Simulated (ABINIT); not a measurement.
# FeO (Wuestite): relaxation of cell and atoms with PBEsol

FeO (Wuestite):

```
Fe O
1.0
     0.00000    2.15540    2.15540
     2.15540    0.00000    2.15540
     2.15540    2.15540    0.00000
Fe O
1 1
Direct
  0.00000 0.00000 0.00000
  0.50000 0.50000 0.50000
```

* Program: ABINIT 10.8.3 (patched build)
* Task: relaxation of cell and atoms
* Functional: PBEsol
* Potentials or basis: PseudoDojo NC SR PBEsol v0.4.1 standard
* Cutoff: 1225 eV
* k mesh: 8 × 8 × 8
* Occupations: fermi-dirac, width 0.05 eV
* Spin: collinear spin, ferromagnetic start
* Starting moments: [3.0, 0.0] μB
* Cell freedom (optcell): 2
* Optimiser (ionmov): 2
* Cutoff smearing ecutsm (Ha): 0.5
* Force stop (Ha/bohr): 2e-05

- Relaxed volume: 9.54 Å³/atom
- Relaxed cell: a = 2.999 Å, b = 2.999 Å, c = 2.999 Å, α = 60.00°, β = 60.00°, γ = 60.00°
- Space group after relaxing (to 0.05 Å): Fm-3m (No. 225)
- Energy gained by relaxing: 14.0 meV/atom
- Ionic steps: 5
- Pressure after relaxing: 0.0 GPa
- Band gap on the k mesh: none (metal or under the smearing width)
- Net moment: 4.00 μB per cell
- Site moments: Fe +3.54; O +0.35 μB

Step by step:
```
step  energy change (eV)  largest force (eV/Å)  pressure (GPa)  volume (Å³)
   1              0.0000                0.0000           -9.03        20.03
   2             -0.0227                0.0000           -4.13        19.48
   3             -0.0279                0.0000            0.36        19.05
   4             -0.0280                0.0000           -0.01        19.08
   5             -0.0280                0.0000            0.00        19.08
```

Final structure:
```
CELL_PARAMETERS angstrom
0.00000 2.12087 2.12087
2.12087 0.00000 2.12087
2.12087 2.12087 0.00000
ATOMIC_POSITIONS crystal
Fe 0.00000 0.00000 0.00000
O 0.50000 0.50000 0.50000
```

It took 6.2 min on 1 thread of Intel(R) Xeon(R) Platinum 8375C CPU @ 2.90GHz (Ice Lake), with other jobs on the host, peak memory 0.12 GiB.

Caveat: a cell with one magnetic atom can't hold antiferromagnetic order, which such compounds often take; semilocal functionals often make such compounds metallic where correlation or magnetic order opens a gap, which also shifts bond lengths. With open d or f shells a metallic result of PBEsol can be an artefact of self-interaction; +U or a hybrid may open a gap.
